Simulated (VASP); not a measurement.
# GaAs (110) against 6 partners, part 2 of 3

Wanted: valence and conduction offsets of ZnSe, GaP, InAs, InP, GaSb and Si on GaAs (110), and what a better gap does to them.

VASP 6.6.1, plane waves and PAW; the level of theory is named at each step.

So far. Step 3 (Bulk band edges, LDA): The run ends at a pressure of -0.02 GPa.

## 6. Relax the partner on the substrate's cell, LDA

One member in full, Si: held to the substrate's in-plane cell, its height is moved until the normal stress is near zero, five times at most.

This step took 2 runs, each at a new trial strain with the atoms of the one before; the last is shown.

Level: LDA; plane waves and PAW (Si).

System, named by how it was started: Si. Symmetry: Imma, No. 74, orthorhombic system. Conventional cell: a = 3.759 Å, b = 3.968 Å, c = 5.600 Å, α = 90.00°, β = 90.00°, γ = 90.00°. Nearest to Si lie 4 Si at 2.37 to 2.41 Å.

Contents of INCAR:

```
SYSTEM = Si
PREC = Accurate
ENCUT = 420
EDIFF = 1E-07
NELM = 120
ISMEAR = 0
SIGMA = 0.02
LREAL = .FALSE.
ALGO = Normal
GGA = CA
NBANDS = 14
LORBIT = 11
LWAVE = .FALSE.
LCHARG = .FALSE.
KPAR = 8
IBRION = 1
NSW = 25
ISIF = 2
EDIFFG = -0.004
POTIM = 0.3
```

Contents of POSCAR:

```
Si
1.0
    3.9677337380      0.0000000000      0.0000000000
    0.0000000000      5.5997919110      0.0000000000
    0.0000000000      0.0000000000      3.7592643480
Si
4
Direct
    0.0000000000      0.0031641036      0.0000000000
    0.5000000000      0.2468358964      0.0000000000
    0.5000000000      0.5031641036      0.5000000000
    0.0000000000      0.7468358964      0.5000000000
```

Contents of KPOINTS:

```
Automatic mesh
0
Gamma
7 5 7
0 0 0
```

PAW data sets: Si (LDA family, release 64).

Launch:

```sh
$ mpirun -np 8 vasp_std
```

The program printed:

```text
[banner, memory and clock lines left out]
running    8 mpi-ranks, on    1 nodes
[...]
[... a notice as in an earlier step ...]

 LDA part: xc-table for (Slater(with rela. corr.)+CA(PZ))
 , standard interpolation
 POSCAR, INCAR and KPOINTS ok, starting setup
[...]
entering main loop
       N       E                     dE             d eps       ncg     rms          rms(c)
DAV:   1     0.194289666365E+02    0.19429E+02   -0.51931E+03  1344   0.760E+02
DAV:   2    -0.223257970215E+02   -0.41755E+02   -0.37453E+02  1836   0.116E+02
DAV:   3    -0.241455285180E+02   -0.18197E+01   -0.18005E+01  1788   0.233E+01
DAV:   4    -0.241712447703E+02   -0.25716E-01   -0.25709E-01  1584   0.366E+00
[...]
DAV:  10    -0.236898219031E+02   -0.78650E-05   -0.11914E-04  1608   0.621E-02    0.164E-02
DAV:  11    -0.236898228613E+02   -0.95820E-06   -0.76581E-06  1740   0.168E-02    0.142E-02
DAV:  12    -0.236898228437E+02    0.17575E-07   -0.32445E-07  1530   0.382E-03
   1 F= -.23689823E+02 E0= -.23689823E+02  d E =-.236898E+02
 BRION: g(F)=  0.125E-03 g(S)=  0.000E+00
[...]
N       E                     dE             d eps       ncg     rms          rms(c)
DAV:   1    -0.236898997069E+02   -0.76846E-04   -0.86281E-04  1488   0.168E-01    0.130E-02
DAV:   2    -0.236899045291E+02   -0.48222E-05   -0.50455E-05  1722   0.434E-02    0.474E-03
DAV:   3    -0.236899042766E+02    0.25254E-06   -0.72934E-07  1536   0.641E-03    0.264E-03
DAV:   4    -0.236899041812E+02    0.95395E-07   -0.29960E-07  1568   0.337E-03
   2 F= -.23689904E+02 E0= -.23689904E+02  d E =-.813375E-04
 BRION: g(F)=  0.108E-04 g(S)=  0.000E+00 retain N=  1 mean eig= 1.42
 eig:   1.416
[...]
N       E                     dE             d eps       ncg     rms          rms(c)
DAV:   1    -0.236899112266E+02   -0.69500E-05   -0.15481E-04  1494   0.714E-02    0.574E-03
DAV:   2    -0.236899120948E+02   -0.86820E-06   -0.91114E-06  1722   0.183E-02    0.210E-03
DAV:   3    -0.236899120515E+02    0.43334E-07   -0.12210E-07  1118   0.272E-03
   3 F= -.23689912E+02 E0= -.23689912E+02  d E =-.787029E-05
 BRION: g(F)=  0.204E-08 g(S)=  0.000E+00 retain N=  1 mean eig= 1.44
 eig:   1.436
 reached required accuracy - stopping structural energy minimisation
```

Wall time 4.4 s (8 MPI ranks of Intel Xeon 6975P-C (Granite Rapids), shared host); peak memory 1.4 GiB.

OUTCAR, selected parts (step 6):

```text
  Total       -4.1400955     -3.5080061      0.0061155      0.0000000      0.0000000      0.0000000
  in kB      -79.4152066    -67.2904828      0.1173075      0.0000000      0.0000000      0.0000000
  external PRESSURE =     -48.8627940 kB  Pullay stress =       0.0000000 kB

 POSITION                                       TOTAL-FORCE (eV/Angst)
 -----------------------------------------------------------------------------------
      0.00000      0.01637     -0.00000         0.000000     -0.000133     -0.000000
      1.98387      1.38358      0.00000         0.000000      0.000133      0.000000
      1.98387      2.81626      1.87963        -0.000000     -0.000133     -0.000000
     -0.00000      4.18348      1.87963         0.000000      0.000133      0.000000
 -----------------------------------------------------------------------------------
    total drift:                               -0.000000     -0.000000      0.000000

  FREE ENERGIE OF THE ION-ELECTRON SYSTEM (eV)
  ---------------------------------------------------
  free  energy   TOTEN  =       -23.6899120515 eV

  energy  without entropy=      -23.6899120495  energy(sigma->0) =      -23.68991205

[... 1 part as in an earlier step ...]

[... 3 further parts left out ...]
[key lines of the parts left out:]
E-fermi :   5.7179
```

Numbers from this step:

* energy(sigma→0) of the program: -23.6899 eV
* stress, compression positive: xx, yy, zz -7.94, -6.73, 0.01 GPa
* ionic steps: 3

## 7. Bulk band edges, LDA

A bulk run places the partner's levels against the mean potential at its cores.

Level: LDA; plane waves and PAW (Si).

Contents of INCAR:

```
SYSTEM = Si
PREC = Accurate
ENCUT = 420
EDIFF = 1E-06
NELM = 100
ISMEAR = 0
SIGMA = 0.02
LREAL = .FALSE.
ALGO = Normal
GGA = CA
NBANDS = 13
LWAVE = .FALSE.
LCHARG = .FALSE.
KPAR = 8
```

Contents of POSCAR:

```
Si
1.0
    3.9677337380      0.0000000000      0.0000000000
    0.0000000000      5.5997919110      0.0000000000
    0.0000000000      0.0000000000      3.7592643480
Si
4
Direct
    0.0000000000      0.0029231049      0.0000000000
    0.5000000000      0.2470768951      0.0000000000
    0.5000000000      0.5029231049      0.5000000000
    0.0000000000      0.7470768951      0.5000000000
```

KPOINTS is that of step 6.

Contents of KPOINTS_OPT:

```
Line mode
6
Line-mode
Reciprocal
  0.00000000   0.65000000   0.00000000
  0.00000000   1.00000000   0.00000000

  0.32500000   0.00000000   0.32500000
  0.50000000   0.00000000   0.50000000

  0.00000000   0.50000000   0.50000000
  0.50000000   0.50000000   0.00000000
```

Launch:

```sh
$ mpirun -np 8 vasp_std
```

The program printed:

```text
[... set-up lines as in an earlier step ...]
 entering main loop
       N       E                     dE             d eps       ncg     rms          rms(c)
DAV:   1     0.215070706693E+02    0.21507E+02   -0.52087E+03  1248   0.818E+02
DAV:   2    -0.222077627356E+02   -0.43715E+02   -0.39892E+02  1690   0.125E+02
DAV:   3    -0.241409717259E+02   -0.19332E+01   -0.19058E+01  1666   0.255E+01
DAV:   4    -0.241714088436E+02   -0.30437E-01   -0.30383E-01  1554   0.408E+00
[...]
DAV:  10    -0.236899110298E+02   -0.77936E-05   -0.11841E-04  1503   0.651E-02    0.166E-02
DAV:  11    -0.236899120500E+02   -0.10202E-05   -0.74081E-06  1665   0.178E-02    0.138E-02
DAV:  12    -0.236899120294E+02    0.20652E-07   -0.26167E-07   984   0.390E-03
   1 F= -.23689912E+02 E0= -.23689912E+02  d E =-.188046E-08
 Start KPOINTS_OPT (optional k-point list driver)
k-point batch [1-18\18]
       N       E                     dE             ncg
DAV:   1     0.157487603220E+04   -0.45635E+04      468
DAV:   2     0.781294755674E+03   -0.79358E+03      640
DAV:   3     0.744923897189E+03   -0.36371E+02      593
DAV:   4     0.744346395076E+03   -0.57750E+00      622
DAV:   5     0.744333186401E+03   -0.13209E-01      643
DAV:   6     0.744332906626E+03   -0.27977E-03      600
DAV:   7     0.744332900468E+03   -0.61587E-05      555
DAV:   8     0.744332900304E+03   -0.16389E-06      449
```

Run time: 3.4 s. Hardware: 8 MPI ranks; peak memory 1.4 GiB.

From OUTCAR (step 7):

```text
  Total       -4.1366881     -3.5055225      0.0078815      0.0000000      0.0000000      0.0000000
  in kB      -79.3498452    -67.2428425      0.1511833      0.0000000      0.0000000      0.0000000
  external PRESSURE =     -48.8138348 kB  Pullay stress =       0.0000000 kB

 POSITION                                       TOTAL-FORCE (eV/Angst)
 -----------------------------------------------------------------------------------
      0.00000      0.01637      0.00000        -0.000000     -0.000158      0.000000
      1.98387      1.38358      0.00000         0.000000      0.000158      0.000000
      1.98387      2.81626      1.87963         0.000000     -0.000158      0.000000
      0.00000      4.18348      1.87963        -0.000000      0.000158      0.000000
 -----------------------------------------------------------------------------------
    total drift:                               -0.000000     -0.000000     -0.000000

  FREE ENERGIE OF THE ION-ELECTRON SYSTEM (eV)
  ---------------------------------------------------
  free  energy   TOTEN  =       -23.6899120294 eV

  energy  without entropy=      -23.6899120275  energy(sigma->0) =      -23.68991203

[... 1 part as in an earlier step ...]

[... 2 further parts left out ...]
[key lines of the parts left out:]
E-fermi :   5.7177
```

Read from the output:

* energy(sigma→0) of the program: -23.6899 eV
* stress, compression positive: xx, yy, zz -7.93, -6.72, 0.02 GPa

The run ends at a pressure of -4.88 GPa, with forces up to 1.6e-4 eV/Å.

## 8. Bulk band edges, HSE06

At this level only the shift of the partner's edges against the mean potential of the cell is used.

Level: HSE06; plane waves and PAW (Si).

Changes to INCAR since step 7:

```diff
@@ -9,6 +9,11 @@
 ALGO = Normal
-GGA = CA
+LHFCALC = .TRUE.
+AEXX = 0.25
+GGA = PE
+HFSCREEN = 0.2
+LASPH = .TRUE.
 NBANDS = 13
+PRECFOCK = Fast
 LWAVE = .FALSE.
 LCHARG = .FALSE.
-KPAR = 8
+KPAR = 4
```

POSCAR is that of step 7.

Contents of KPOINTS:

```
Automatic mesh
0
Gamma
4 3 4
0 0 0
```

KPOINTS_OPT is that of step 7.

Launch:

```sh
$ mpirun -np 8 vasp_std
```

The program printed:

```text
[banner, memory and clock lines left out]
running    8 mpi-ranks, on    1 nodes
[...]
[... a notice as in an earlier step ...]

 [... a notice as in an earlier step ...]

 LDA part: xc-table for (Slater+PW92), standard interpolation
|                                                                             |
|           W    W    AA    RRRRR   N    N  II  N    N   GGGG   !!!           |
|           W    W   A  A   R    R  NN   N  II  NN   N  G    G  !!!           |
|           W    W  A    A  R    R  N N  N  II  N N  N  G       !!!           |
|           W WW W  AAAAAA  RRRRR   N  N N  II  N  N N  G  GGG   !            |
|           WW  WW  A    A  R   R   N   NN  II  N   NN  G    G                |
|           W    W  A    A  R    R  N    N  II  N    N   GGGG   !!!           |
|                                                                             |
|     The number of bands has been changed from the values supplied in        |
|     The orbitals not found in the WAVECAR file will be initialized with     |
[...]
DAV:   1    -0.250742305979E+02   -0.25074E+02   -0.15562E+00   504   0.832E+00    0.645E+00
DAV:   2    -0.250967992230E+02   -0.22569E-01   -0.14698E-01   582   0.260E+00    0.520E+00
DAV:   3    -0.250943348835E+02    0.24643E-02   -0.36023E-03   612   0.397E-01    0.312E+00
DAV:   4    -0.250931001893E+02    0.12347E-02   -0.32921E-04   624   0.122E-01    0.180E+00
[...]
DAV:   8    -0.250924668024E+02    0.13095E-04   -0.72085E-06   612   0.158E-02    0.183E-01
DAV:   9    -0.250924634930E+02    0.33095E-05   -0.24990E-06   502   0.964E-03    0.104E-01
DAV:  10    -0.250924629094E+02    0.58356E-06   -0.12355E-06   414   0.701E-03
   1 F= -.25092463E+02 E0= -.25092463E+02  d E =-.714792E-12
 Start KPOINTS_OPT (optional k-point list driver)
k-point batch [1-18\18]
       N       E                     dE             ncg
DAV:   1     0.844950838350E+03   -0.45955E+04      504
DAV:   2     0.650994171158E+02   -0.77985E+03      658
DAV:   3    -0.233957080391E+02   -0.88495E+02      636
DAV:   4    -0.251092044983E+02   -0.17135E+01      630
DAV:   5    -0.251338288055E+02   -0.24624E-01      612
DAV:   6    -0.251342870795E+02   -0.45827E-03      626
DAV:   7    -0.251342976881E+02   -0.10609E-04      548
DAV:   8    -0.251342980050E+02   -0.31697E-06      438
```

It took 27 s on 8 MPI ranks; peak memory 2.1 GiB.

Parts of OUTCAR (step 8):

```text
 POSITION                                       TOTAL-FORCE (eV/Angst)
 -----------------------------------------------------------------------------------
      0.00000      0.01637      0.00000         0.000000     -0.018407      0.000000
      1.98387      1.38358      0.00000         0.000000      0.018407      0.000000
      1.98387      2.81626      1.87963         0.000000     -0.018407      0.000000
      0.00000      4.18348      1.87963         0.000000      0.018407      0.000000
 -----------------------------------------------------------------------------------
    total drift:                               -0.000001      0.000011      0.000000

  FREE ENERGIE OF THE ION-ELECTRON SYSTEM (eV)
  ---------------------------------------------------
  free  energy   TOTEN  =       -25.0924629094 eV

  energy  without entropy=      -25.0924629094  energy(sigma->0) =      -25.09246291

[... 1 part as in an earlier step ...]

[... 2 further parts left out ...]
[key lines of the parts left out:]
E-fermi :   5.5318
```

This run gave:

* energy(sigma→0) of the program: -25.0925 eV

## 9. Bulk band edges, HSE06 with spin-orbit coupling

At this level only the shift of the partner's edges against the mean potential of the cell is used.

Level: HSE06, spin-orbit coupling; plane waves and PAW (Si).

Changes to INCAR since step 8:

```diff
@@ -14,3 +14,7 @@
 LASPH = .TRUE.
-NBANDS = 13
+LNONCOLLINEAR = .TRUE.
+MAGMOM = 0 0 0 0 0 0 0 0 0 0 0 0
+NBANDS = 26
+GGA_COMPAT = .FALSE.
+LSORBIT = .TRUE.
 PRECFOCK = Fast
```

POSCAR is that of step 8.

KPOINTS is that of step 8.

KPOINTS_OPT is that of step 8.

Launch:

```sh
$ mpirun -np 8 vasp_ncl
```

The program printed:

```text
[banner, memory and clock lines left out]
running    8 mpi-ranks, on    1 nodes
[...]
[... a notice as in an earlier step ...]

 [... a notice as in an earlier step ...]

 LDA part: xc-table for (Slater+PW92), standard interpolation
 found WAVECAR, reading the header
 POSCAR, INCAR and KPOINTS ok, starting setup
[...]
reading WAVECAR
 the WAVECAR file was read successfully
 initial charge from wavefunction
 entering main loop
       N       E                     dE             d eps       ncg     rms          rms(c)
DAV:   1    -0.250846912600E+02   -0.25085E+02   -0.16673E+00   936   0.896E+00    0.718E+00
DAV:   2    -0.250974789636E+02   -0.12788E-01   -0.48289E-02  1124   0.148E+00    0.490E+00
DAV:   3    -0.250948546013E+02    0.26244E-02   -0.14779E-03  1112   0.265E-01    0.289E+00
DAV:   4    -0.250936975086E+02    0.11571E-02   -0.26985E-04  1082   0.115E-01    0.166E+00
[...]
DAV:   8    -0.250931179358E+02    0.11388E-04   -0.69380E-06  1092   0.166E-02    0.165E-01
DAV:   9    -0.250931152787E+02    0.26571E-05   -0.25845E-06  1080   0.102E-02    0.922E-02
DAV:  10    -0.250931149587E+02    0.31999E-06   -0.88444E-07   718   0.633E-03
   1 F= -.25093115E+02 E0= -.25093115E+02  d E =-.131780E-11  mag=    -0.0000     0.0000     0.0000
 Start KPOINTS_OPT (optional k-point list driver)
k-point batch [1-18\18]
       N       E                     dE             ncg
DAV:   1     0.933529416095E+03   -0.43905E+04      936
DAV:   2     0.809449145055E+02   -0.85258E+03     1174
DAV:   3    -0.212576220004E+02   -0.10220E+03     1068
DAV:   4    -0.250052304244E+02   -0.37476E+01     1120
DAV:   5    -0.251341030598E+02   -0.12887E+00     1110
DAV:   6    -0.251405036434E+02   -0.64006E-02     1170
DAV:   7    -0.251408153834E+02   -0.31174E-03     1012
DAV:   8    -0.251408319960E+02   -0.16613E-04      824
DAV:   9    -0.251408329474E+02   -0.95142E-06      740
```

The job ended after 2.4 min (8 MPI ranks; peak memory 3.1 GiB; 19 min of CPU time).

Parts of OUTCAR (step 9):

```text
 POSITION                                       TOTAL-FORCE (eV/Angst)
 -----------------------------------------------------------------------------------
      0.00000      0.01637      0.00000         0.000000     -0.018409     -0.000000
      1.98387      1.38358      0.00000        -0.000000      0.018409      0.000000
      1.98387      2.81626      1.87963         0.000000     -0.018409     -0.000000
      0.00000      4.18348      1.87963        -0.000000      0.018409      0.000000
 -----------------------------------------------------------------------------------
    total drift:                               -0.000000      0.000000     -0.000000

  FREE ENERGIE OF THE ION-ELECTRON SYSTEM (eV)
  ---------------------------------------------------
  free  energy   TOTEN  =       -25.0931149587 eV

  energy  without entropy=      -25.0931149587  energy(sigma->0) =      -25.09311496

[... 1 part as in an earlier step ...]

[... 2 further parts left out ...]
[key lines of the parts left out:]
E-fermi :   5.5316
```

Numbers from this step:

- energy(sigma→0) of the program: -25.0931 eV

[end of part 2 of 3]

[Lines on the potential files, build, host, timing and source positions are cut from VASP's logs without a mark.]

[Logs are printed without paths, hosts, clocks, repeated set-up lines and the standing remarks that a program may print on its own settings, such as how far it seeks lower states.]

[Hosts, paths, dates, database ids (printed as entryN), source tags and the programs' standing remarks are cut or masked in the printed files.]

[In band tables of VASP the shares of atoms and orbitals are scaled to a sum of 1 inside the atoms' spheres.]
